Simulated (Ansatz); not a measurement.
# BeTe (F-43m) in Ansatz: further runs, part 2 of 2

Ansatz 0.2.0. The steps go on from the part before.

## Step 3: Band structure, PBEsol0

Contents of input.yaml:

```yaml
crystal:
  lattice:
    - [0.0, 2.77, 2.77]
    - [2.77, 0.0, 2.77]
    - [2.77, 2.77, 0.0]
  atoms:
    - { symbol: Te, position: [0.75, 0.75, 0.75] }
    - { symbol: Be, position: [0.0, 0.0, 0.0] }
hamiltonian:
  xc: { exchange: pbesol, correlation: pbesol, exx: { coeff: 0.25 } }
  pseudopotentials: { kind: paw }
kpoints:
  mp_grid: { grid: [4, 4, 4] }
  band_path:
    path:
      - [[0.0, 0.0, 0.0], [0.5, 0.0, 0.5], [0.5, 0.25, 0.75], [0.375, 0.375, 0.75], [0.0, 0.0, 0.0], [0.5, 0.5, 0.5], [0.625, 0.25, 0.625], [0.5, 0.25, 0.75], [0.5, 0.5, 0.5], [0.375, 0.375, 0.75]]
      - [[0.625, 0.25, 0.625], [0.5, 0.0, 0.5]]
    npoints: 4
scf:
  occupations: { method: fermi_dirac, width: 0.05 }
  n_extra_bands: 6
output:
  forces: true
  stress: true
  eigenvalues: true
  fatbands: false
  write_density: true
  write_potential: true
  elf: true
  volumetric_format: npy
```

Potentials or basis: Ansatz PAW.

Command:

```console
ansatz run input.yaml --threads 2 --pin off --max-ram 5632MiB --backend cpu --events-out ev --progress --plain --runs-dir out
```

The log of the run:

```text
Warning: output.stress: scf.convergence.dr2_threshold = 1e-7 eV (the SCF's general default) is looser than the 2e-10 eV advised for a printed stress (1e-10 eV for each atom of the cell: 2). What an SCF threshold leaves in a stress goes as its square root, and in the free energy as the threshold itself, and one threshold admits the most on a small cell: of the crystals measured, under no hybrid functional and no lock of the moments, on runs that ended without the residual-converged pass, on stresses that held no estimate of that error, the worst erred by over 100 MPa in a component at 1e-7 eV an atom and by under 5 at 1e-10. Set scf.convergence.dr2_threshold to 2e-10 eV or tighter. The threshold is an SCF's pass mark: one that does not reach it within its budget of iterations ends unconverged, or closes short of it on a stop that the run arms, and scf.convergence.dr2_threshold's page says what that costs each kind of run
Warning: output.stress: scf.exx.energy_threshold = 1e-6 eV is looser than the 2e-8 eV advised for a stress under a hybrid functional (1e-8 eV for each atom of the cell: 2). Every SCF of the exchange loop can meet its threshold on dr2 while the loop round them stops early: no threshold on dr2 bounds what that leaves in the stress. Set scf.exx.energy_threshold to 2e-8 eV or tighter. The threshold is the loop's pass mark: a loop that does not reach it within its budget of cycles ends unconverged, and scf.exx.energy_threshold's page has the law
Warning: RAYON_NUM_THREADS=2 ignored (pool sized by the plan → 2); use --threads N
scf.n_extra_bands = 6 over 9 filled bands (N_el = 18.0): the run solves 15 bands
Engine: ansatz 0.2.0, x86_64-unknown-linux-gnu
Pseudopotentials: kind: paw
Pseudopotential: Te, paw, valence charge 16, recommended cutoff 420 eV (normal), Te.paw.azcp
Pseudopotential: Be, paw, valence charge 2, recommended cutoff 420 eV (normal), Be.paw.azcp
Functional definition: unnamed
  parameter a_1 = 0.25
  exchange = (1 - a_1)*pbe_x(mu = 0.12345679012345678) + a_1*exact_x
  correlation = pbe_c(beta = 0.046)
Crystal: 2 atoms, lattice volume = 42.508 Å³
Basis set: ecut = 420 eV, 869 PW (Γ), exchange–correlation on 54×54×54 points (8 copies of the dense FFT grid, shifted against one another)
Bands: 15, of which v1, the nominal top of the filled ones, is band 9 counted from 1 (8 counted from 0)
Symmetry: 24 space group operations
Space group: F-43m (ITA 216), of the structure as read, at distance tolerance 3.5e-5 Å
k-points: 8 of 64 (time reversal used)
Non-local potential: Te, projectors of the file, l = 0: 2, l = 1: 2, l = 2: 2, l = 3: 2
Non-local potential: Be, projectors of the file, l = 0: 2, l = 1: 2, l = 2: 1
PAW form: soft (Blöchl's): semilocal exchange-correlation on the pseudo side does not see the compensation charge
PAW frozen core: Te, regenerated for the run's functional, and the local potential with it (the file was generated under x = pbe(κ = 0.804, μ = 0.2195149727645171), c = pbe(β = 0.06672455060314922))
PAW frozen core: Be, regenerated for the run's functional, and the local potential with it (the file was generated under x = pbe(κ = 0.804, μ = 0.2195149727645171), c = pbe(β = 0.06672455060314922))
PAW one-centre angular grid: Te, 590 points (default); XC on 64 Gauss nodes
PAW one-centre angular grid: Be, 110 points (default); XC on 64 Gauss nodes
Initial density: superposition of atomic densities (neutral atoms: chi_scale 0, normalization atom), corrected by the library's trained network
Initial wavefunctions: pseudopotential atomic-orbital guess
Functional: x = pbesol(κ = 0.804, μ = 0.12345679012345678), c = pbesol(β = 0.046), warm-up for x = 0.75 pbesol(κ = 0.804, μ = 0.12345679012345678) + 0.25 exact, c = pbesol(β = 0.046)
SCF iter   1: F=—  HF=-6992.467285 eV  |F-HF|=—  |Δ(HF+E_count)|=         —  Δρ=2.72e-3  dr2=3.57e-3  ethr=1.77e-3  ⟨swp⟩=10.1  Hψ=621  notcnv=0
preconditioner: auto → none  [insulator: Δε(μ)=1.749 eV  Ē_g=12.213 eV  σ=0.050 eV  W_gap=1.00  n_scr=14 (ndim 8)  ℏωp=16.1 eV  f_vac=0.007  D(μ)=0.00/eV (n_scr^D=0)]
iter 2 solved again at ethr=4.93e-7 eV; its pass at ethr=1.98e-5 eV (dr2=8.87e-5 eV) is discarded
SCF iter   2: F=-6992.465843 eV  HF=-6992.465944 eV  |F-HF|=1.02e-4  |Δ(HF+E_count)|=   1.34e-3  Δρ=6.95e-4  dr2=9.99e-5  ethr=4.93e-7  ⟨swp⟩=4.1  Hψ=544  notcnv=0  defer=1
SCF 1 stopped early in 2 iterations: F = -6992.465843 eV  dr2 = 9.99e-5
Initial density: handed on by an earlier stage of this run
Initial wavefunctions: those handed on with the density
Functional: x = 0.75 pbesol(κ = 0.804, μ = 0.12345679012345678) + 0.25 exact, c = pbesol(β = 0.046)
Frozen-core exchange: fock
SCF iter   1: F=—  HF=-7019.247484 eV  |F-HF|=—  |Δ(HF+E_count)|=         —  Δρ=2.91e-3  dr2=3.68e-3  ethr=5.55e-6  ⟨swp⟩=6.0  Hψ=533  notcnv=0
preconditioner: auto → none  [insulator: Δε(μ)=3.112 eV  Ē_g=14.470 eV  σ=0.050 eV  W_gap=1.00  n_scr=14 (ndim 8)  ℏωp=16.1 eV  f_vac=0.007  D(μ)=0.00/eV (n_scr^D=0)]
SCF iter   2: F=—  HF=-7019.246155 eV  |F-HF|=—  |Δ(HF+E_count)|=   1.33e-3  Δρ=1.22e-3  dr2=6.59e-4  ethr=5.55e-6  ⟨swp⟩=3.0  Hψ=230  notcnv=0
SCF iter   3: F=—  HF=-7019.249433 eV  |F-HF|=—  |Δ(HF+E_count)|=   3.28e-3  Δρ=7.55e-4  dr2=1.39e-4  ethr=1.59e-6  ⟨swp⟩=3.9  Hψ=287  notcnv=0
SCF iter   4: F=—  HF=-7019.249394 eV  |F-HF|=—  |Δ(HF+E_count)|=   3.95e-5  Δρ=2.08e-4  dr2=1.52e-5  ethr=7.15e-7  ⟨swp⟩=2.0  Hψ=192  notcnv=0
SCF iter   5: F=-7019.249442 eV  HF=-7019.249442 eV  |F-HF|=2.11e-7  |Δ(HF+E_count)|=   4.83e-5  Δρ=4.67e-5  dr2=1.15e-6  ethr=4.69e-8  ⟨swp⟩=3.4  Hψ=269  notcnv=0
SCF 2 stopped early in 5 iterations: F = -7019.249442 eV  dr2 = 1.15e-6
hybrid outer 1: dexx = +3.757e-3 eV, tail = 5.35e-5 eV
Frozen-core exchange: fock
SCF iter   1: F=—  HF=-7019.249598 eV  |F-HF|=—  |Δ(HF+E_count)|=         —  Δρ=2.57e-5  dr2=4.15e-7  ethr=1.49e-6  ⟨swp⟩=3.9  Hψ=275  notcnv=0
preconditioner: auto → none  [insulator: Δε(μ)=3.139 eV  Ē_g=14.464 eV  σ=0.050 eV  W_gap=1.00  n_scr=14 (ndim 8)  ℏωp=16.1 eV  f_vac=0.007  D(μ)=0.00/eV (n_scr^D=0)]
SCF iter   2: F=—  HF=-7019.249598 eV  |F-HF|=—  |Δ(HF+E_count)|=   2.62e-8  Δρ=1.12e-5  dr2=7.16e-8  ethr=2.18e-9  ⟨swp⟩=3.9  Hψ=252  notcnv=0
SCF iter   3: F=—  HF=-7019.249598 eV  |F-HF|=—  |Δ(HF+E_count)|=   1.78e-8  Δρ=2.08e-6  dr2=1.92e-8  ethr=2.68e-10  ⟨swp⟩=3.5  Hψ=270  notcnv=0
SCF iter   4: F=-7019.249598 eV  HF=-7019.249598 eV  |F-HF|=2.28e-9  |Δ(HF+E_count)|=   1.16e-7  Δρ=2.62e-6  dr2=4.14e-9  ethr=1.35e-11  ⟨swp⟩=4.5  Hψ=412  notcnv=0  defer=1
SCF 3 converged in 4 iterations: F = -7019.249598 eV  dr2 = 4.14e-9
  Residual-converged pass: ⟨swp⟩=2.0  Hψ=165  notcnv=0  max |occ|·‖R‖ = 1.9e-6 eV (tolerance 2.4e-6 eV)  dr2=4.14e-9  dr2_onsite=1.05e-10  max |Δocc| = 1.7e-24
hybrid outer 2: dexx = +1.982e-7 eV, tail = 1.75e-8 eV, Δε = 1.45e-3 eV (about 7.31e-5 eV left of the loop's levels)
NSCF: frozen V_eff on 42 k-points
hybrid SCF converged: 2 outer / 9 inner (+2 warm-up), last move |dexx| = 1.98e-7 eV, tail = 1.75e-8 eV
Stability not checked: this state was not tested for a lower state beside it, because the functional holds exact exchange (a hybrid, or Hartree-Fock), whose exchange loop this test does not read (fock_operator; see scf.lower_state_search)
Free energy (F): -7019.249598 eV
Frozen-core exchange: fock
Harris-Foulkes:  -7019.249598 eV  (|F-HF|=2.28e-9)
Internal energy: -7019.249598 eV  (E = F + TS)
E sigma→0 (E₀):  -7019.249598 eV
Fermi energy:    8.790900 eV
--- Per-component energies (eV) ---
  E_band       = -301.148406
  E_kinetic    = 201.562257
  E_local      = -1329.985854  (includes V_loc(G=0)·N_el)
  E_nonlocal   = -303.413280
  E_hartree    = 841.359013
  E_xc         = -110.870026
  E_vxc        = -97.258897  (∫ρ·V_xc dr)
  E_exx        = -55.513038  (= α·E_x^exact, valence–valence)
  E_paw        = -4646.571322  (= ΣΔE_a)
  E_vpaw       = -343.742797  (= ΣTr[D̂ρ^β])
  E_aug_tail   = -0.000216  (compensation charges beyond the density's cutoff)
  E_ewald      = -1615.915793
  E_core_change = 0.098661  (= ΣΔE_core)
  E_smearing   = -0.000000  (= −TS)
  E_closure    = -0.000000  (closes the sum)
  Σ components = -7019.249598   (vs F -7019.249598, Δ=0.00e0)
--- Forces (eV/Å), atoms counted from 1 ---
  atom   1  Te    -0.00000000     0.00000000    -0.00000000
  atom   2  Be    -0.00000000     0.00000000     0.00000000
  max |Σ_I F_I| component: 3.83e-16 eV/Å
--- Stress (GPa, compression-positive) ---
        2.388664       0.000000      -0.000000
        0.000000       2.388664       0.000000
       -0.000000       0.000000       2.388664
  P = ⅓ Tr σ = 2.3887 GPa (23.887 kbar)
--- Band table (eV; the first three rows and the last of 8) ---
  k-point 0: bands = ["-31.4322", "-31.4322", "-31.4322", "-31.4123", "-31.4123", "-6.7301", "7.2214", "7.2214", "7.2214", "12.3483", "12.3483", "12.3483", "13.0316", "17.2715", "19.5846"]
  k-point 1: bands = ["-31.4306", "-31.4300", "-31.4300", "-31.4118", "-31.4118", "-6.0559", "3.3806", "6.4395", "6.4395", "12.1848", "13.3329", "13.3329", "16.2823", "18.0220", "18.0893"]
  k-point 2: bands = ["-31.4290", "-31.4282", "-31.4282", "-31.4108", "-31.4108", "-5.0566", "0.6752", "5.8897", "5.8897", "11.9526", "13.3737", "13.3737", "16.6147", "20.2574", "20.9205"]
  k-point 7: bands = ["-31.4290", "-31.4278", "-31.4229", "-31.4131", "-31.4099", "-4.3905", "1.8601", "2.8473", "3.4454", "13.9698", "14.3347", "14.6634", "15.3849", "20.5880", "21.3390"]
```

Run time: 1.9 min. Hardware: 2 threads of Intel Xeon at 2.70GHz, shared host; peak memory 0.66 GiB.

Results:

```
Free energy             : -7019.2496 eV
Pressure                : 2.4 GPa
Band gap on the k mesh  : 3.14 eV, indirect (least direct gap 5.13 eV)
Band gap along the path : 3.14 eV, indirect (least direct gap 5.13 eV)
```

Levels at the corners of the path, in eV from the valence-band top:
| point | band 6 | band 7 | band 8 | band 9 | band 10 | band 11 | band 12 | band 13 |
| --- | --- | --- | --- | --- | --- | --- | --- | --- |
| Γ | -13.95 | 0.00 | 0.00 | 0.00 | 5.13 | 5.13 | 5.13 | 5.81 |
| X | -11.66 | -6.02 | -3.12 | -3.12 | 3.14 | 3.97 | 12.19 | 12.19 |
| W | -11.61 | -5.36 | -4.37 | -3.78 | 6.75 | 7.11 | 7.44 | 8.16 |
| K | -11.68 | -5.58 | -4.59 | -2.64 | 3.99 | 6.90 | 10.03 | 10.40 |
| Γ | -13.95 | 0.00 | 0.00 | 0.00 | 5.13 | 5.13 | 5.13 | 5.81 |
| L | -12.28 | -6.55 | -1.33 | -1.33 | 4.73 | 6.15 | 6.15 | 9.39 |
| U | -11.68 | -5.58 | -4.59 | -2.64 | 3.99 | 6.90 | 10.03 | 10.40 |
| W | -11.61 | -5.36 | -4.37 | -3.78 | 6.75 | 7.11 | 7.44 | 8.16 |
| L | -12.28 | -6.55 | -1.33 | -1.33 | 4.73 | 6.15 | 6.15 | 9.39 |
| K | -11.68 | -5.58 | -4.59 | -2.64 | 3.99 | 6.90 | 10.03 | 10.40 |
| U | -11.68 | -5.58 | -4.59 | -2.64 | 3.99 | 6.90 | 10.03 | 10.40 |
| X | -11.66 | -6.02 | -3.12 | -3.12 | 3.14 | 3.97 | 12.19 | 12.19 |

Caveat: the k mesh is coarse (spacing up to 0.49 Å⁻¹), so the values aren't converged, least of all with exact exchange; spin-orbit coupling is left out, which moves the levels of the heavy elements; the PAW data sets come from PBE, with cores solved anew for the run's functional, which leaves a small shift of forces and pressure; the thresholds are loose for stress.

## Step 4: Band structure, r2SCAN50

Changes to input.yaml since step 3:

```diff
@@ -9,3 +9,3 @@
 hamiltonian:
-  xc: { exchange: pbesol, correlation: pbesol, exx: { coeff: 0.25 } }
+  xc: r2scan50
   pseudopotentials: { kind: paw }
```

Command:

```console
ansatz run input.yaml --threads 2 --pin off --max-ram 5632MiB --backend cpu --events-out ev --progress --plain --runs-dir out
```

Run time: 2.3 min. Hardware: 2 threads of Intel Xeon at 2.70GHz, shared host; peak memory 0.78 GiB.

Results (log left out):

| Item | Value |
| --- | --- |
| Free energy | -7089.2808 eV |
| Pressure | 3.1 GPa |
| Band gap on the k mesh | 4.66 eV, indirect (least direct gap 6.77 eV) |
| Band gap along the path | 4.66 eV, indirect (least direct gap 6.77 eV) |

Levels at the corners of the path, in eV from the valence-band top:
```csv
point,band 5,band 6,band 7,band 8,band 9,band 10,band 11,band 12,band 13,band 14
Γ,-41.42,-15.38,0.00,0.00,0.00,6.77,6.77,6.77,7.67,12.10
X,-41.41,-12.78,-6.69,-3.43,-3.43,4.66,5.50,14.50,14.50,16.31
W,-41.42,-12.73,-5.98,-4.78,-4.09,8.42,8.92,9.38,10.01,15.68
K,-41.42,-12.81,-6.21,-5.02,-2.89,5.55,8.67,12.11,12.54,13.31
Γ,-41.42,-15.38,0.00,0.00,0.00,6.77,6.77,6.77,7.67,12.10
L,-41.42,-13.49,-7.24,-1.46,-1.46,6.40,7.84,7.84,11.35,15.27
U,-41.42,-12.81,-6.21,-5.02,-2.89,5.55,8.67,12.11,12.54,13.31
W,-41.42,-12.73,-5.98,-4.78,-4.09,8.42,8.92,9.38,10.01,15.68
L,-41.42,-13.49,-7.24,-1.46,-1.46,6.40,7.84,7.84,11.35,15.27
K,-41.42,-12.81,-6.21,-5.02,-2.89,5.55,8.67,12.11,12.54,13.31
U,-41.42,-12.81,-6.21,-5.02,-2.89,5.55,8.67,12.11,12.54,13.31
X,-41.41,-12.78,-6.69,-3.43,-3.43,4.66,5.50,14.50,14.50,16.31
```

Caveat: the k mesh is coarse (spacing up to 0.49 Å⁻¹), so the values aren't converged, least of all with exact exchange; spin-orbit coupling is left out, which moves the levels of the heavy elements; the PAW data sets come from PBE, with cores solved anew for the run's functional, which leaves a small shift of forces and pressure; the thresholds are loose for stress.

## Step 5: Band structure, HF

Changes to input.yaml since step 4:

```diff
@@ -9,3 +9,3 @@
 hamiltonian:
-  xc: r2scan50
+  xc: hf
   pseudopotentials: { kind: paw }
```

Command:

```console
ansatz run input.yaml --threads 2 --pin off --max-ram 5632MiB --backend cpu --events-out ev --progress --plain --runs-dir out
```

Wall time 94 s (2 threads of Intel Xeon at 2.70GHz, shared host); peak memory 0.66 GiB.

Results (log left out):

```
Free energy             : -7009.3547 eV
Pressure                : 9.3 GPa
Band gap on the k mesh  : 7.93 eV, indirect (least direct gap 10.23 eV)
Band gap along the path : 7.93 eV, indirect (least direct gap 10.23 eV)
```

Levels at the corners of the path, in eV from the valence-band top:
| point | band 6 | band 7 | band 8 | band 9 | band 10 | band 11 | band 12 | band 13 |
| --- | --- | --- | --- | --- | --- | --- | --- | --- |
| Γ | -17.47 | 0.00 | 0.00 | 0.00 | 10.23 | 10.23 | 10.23 | 11.64 |
| X | -14.38 | -7.60 | -3.80 | -3.80 | 7.93 | 8.72 | 18.88 | 18.88 |
| W | -14.32 | -6.82 | -5.24 | -4.44 | 11.78 | 12.39 | 13.29 | 13.80 |
| K | -14.42 | -7.05 | -5.51 | -3.19 | 8.85 | 12.19 | 16.18 | 16.73 |
| Γ | -17.47 | 0.00 | 0.00 | 0.00 | 10.23 | 10.23 | 10.23 | 11.64 |
| L | -15.24 | -8.16 | -1.60 | -1.60 | 9.92 | 11.34 | 11.34 | 15.11 |
| U | -14.42 | -7.05 | -5.51 | -3.19 | 8.85 | 12.19 | 16.18 | 16.73 |
| W | -14.32 | -6.82 | -5.24 | -4.44 | 11.78 | 12.39 | 13.29 | 13.80 |
| L | -15.24 | -8.16 | -1.60 | -1.60 | 9.92 | 11.34 | 11.34 | 15.11 |
| K | -14.42 | -7.05 | -5.51 | -3.19 | 8.85 | 12.19 | 16.18 | 16.73 |
| U | -14.42 | -7.05 | -5.51 | -3.19 | 8.85 | 12.19 | 16.18 | 16.73 |
| X | -14.38 | -7.60 | -3.80 | -3.80 | 7.93 | 8.72 | 18.88 | 18.88 |

Caveat: the k mesh is coarse (spacing up to 0.49 Å⁻¹), so the values aren't converged, least of all with exact exchange; spin-orbit coupling is left out, which moves the levels of the heavy elements; the PAW data sets come from PBE, with cores solved anew for the run's functional, which leaves a small shift of forces and pressure; the thresholds are loose for stress.

## Step 6: Overview

| level | cutoff (eV) | gap on the mesh (eV) | pressure (GPa) |
| --- | --- | --- | --- |
| HSE06 | 420 | 2.55 | 3.7 |
| PBEsol0 | 420 | 3.14 | 2.4 |
| r2SCAN50 | 500 | 4.66 | 3.1 |
| HF | 420 | 7.93 | 9.3 |

Alike in all rows: task band structure; potentials or basis Ansatz PAW; no spin polarisation; cell as given; k mesh 4 × 4 × 4; smearing fermi-dirac 0.05 eV; the mesh is coarse, so values aren't converged.

Caveats: all runs use coarse meshes; spin-orbit coupling is left out, which moves the levels of the heavy elements; the PAW data sets come from PBE, with cores solved anew for the run's functional, which leaves a small shift of forces and pressure; the thresholds are loose for stress.

Absolute energies hang on the potentials; compare differences alone.
